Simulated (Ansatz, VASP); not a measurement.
## GaP in VASP and in Ansatz

```
Ga P
1.0
     6.32231    0.00000    0.00000
     0.00000    6.32231    0.00000
     0.00000    0.00000    6.32231
Ga P
8 8
Direct
  0.15376 0.15376 0.15376
  0.84624 0.84624 0.84624
  0.34624 0.84624 0.65376
  0.65376 0.15376 0.34624
  0.65376 0.34624 0.84624
  0.34624 0.65376 0.15376
  0.84624 0.65376 0.34624
  0.15376 0.34624 0.65376
  0.63765 0.63765 0.63765
  0.36235 0.36235 0.36235
  0.86235 0.36235 0.13765
  0.13765 0.63765 0.86235
  0.13765 0.86235 0.36235
  0.86235 0.13765 0.63765
  0.36235 0.13765 0.86235
  0.63765 0.86235 0.13765
```

Alike in both runs: functional PBE; k mesh 6 × 6 × 6; occupations gaussian, width 0.03 eV; no spin polarisation.

Ansatz relaxed the structure, and its values are those at the end. VASP's run is a single point on that final structure, the one shown.

```csv
,VASP,Ansatz
version,VASP 6.6.1,Ansatz 0.2.0
potentials or method,"VASP PAW PBE potentials, release 64 (Ga_d, P)","scalar-relativistic, plane waves, PAW"
plane-wave cutoff (eV),520,500
valence electrons in the cell,144,144
```

```tsv
	VASP	Ansatz	Ansatz less VASP
gap on the k mesh at the Fermi level (eV)	0.29	0.29	-0.001
least direct gap on the mesh (eV)	0.29	0.29	-0.001
pressure (GPa)	21.8	22.0	+0.15
```

Caveats: so large a pressure means that the cell lies far from this level's equilibrium, or that cutoff or potentials fall short (VASP). A k mesh can miss the band edges.
